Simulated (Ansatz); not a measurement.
# Relaxing vanadium (hcp)

Method: Ansatz 0.2.0, DFT, RPBE, plane waves (420 eV) with PAW, scalar-relativistic. (PAW data from PBE, frozen cores regenerated.)

k-point mesh 13×13×7, Fermi-Dirac smearing 0.1 eV, no spin polarisation. Cell and atoms relax.

Starting structure:

```yaml
crystal:
  lattice:
    - [2.6940739632, 0.0, 0.0]
    - [-1.3470369816, 2.3331364918, 0.0]
    - [0.0, 0.0, 4.3994227819]
  atoms:
    - { symbol: V, position: [0.3333333333, 0.6666666667, 0.25] }
    - { symbol: V, position: [0.6666666667, 0.3333333333, 0.75] }
hamiltonian:
  xc: rpbe
  pseudopotentials:
    kind: paw
    azcp:
      V: "pseudopotentials/V.paw.azcp"
basis:
  ecutwfc: 420
  fft_grid_basis: typed
kpoints:
  mp_grid: { grid: [13, 13, 7], shift: [0, 0, 0] }
magnetization:
  spin_polarized: false
scf:
  occupations: { method: fermi_dirac, width: 0.1 }
relax:
  max_steps: 60
  f_tol: 0.01
  cell: {}
```

Question: What cell does the relaxation end in?

Answer: P6_3/mmc with a = 2.639 Å, c = 4.712 Å (c/a = 1.786); 14.21 Å³ per atom against 13.83 at the start (2.8 %).

Question: How much energy does the relaxation gain?

Answer: 35.2 meV per atom.

Path of the relaxation (the plane waves are chosen anew near the end, which can shift the energy a little):

| step | E − E(final) (meV/atom) | V (Å³/atom) | P (GPa) | max force (eV/Å) |
| --- | --- | --- | --- | --- |
| 0 | 35.22 | 13.827 | 5.05 | 0.000 |
| 1 | 13.88 | 14.311 | -1.01 | 0.000 |
| 2 | 2.77 | 14.429 | -2.53 | 0.000 |
| 3 | 0.90 | 14.279 | -0.91 | 0.000 |
| 4 | 0.61 | 14.194 | 0.06 | 0.000 |
| 5 | 0.62 | 14.199 | 0.00 | 0.000 |
| 6 | 0.01 | 14.199 | 0.09 | 0.000 |
| 7 | 0.01 | 14.207 | 0.00 | 0.000 |
| 8 | 0.00 | 14.207 | 0.00 | 0.000 |
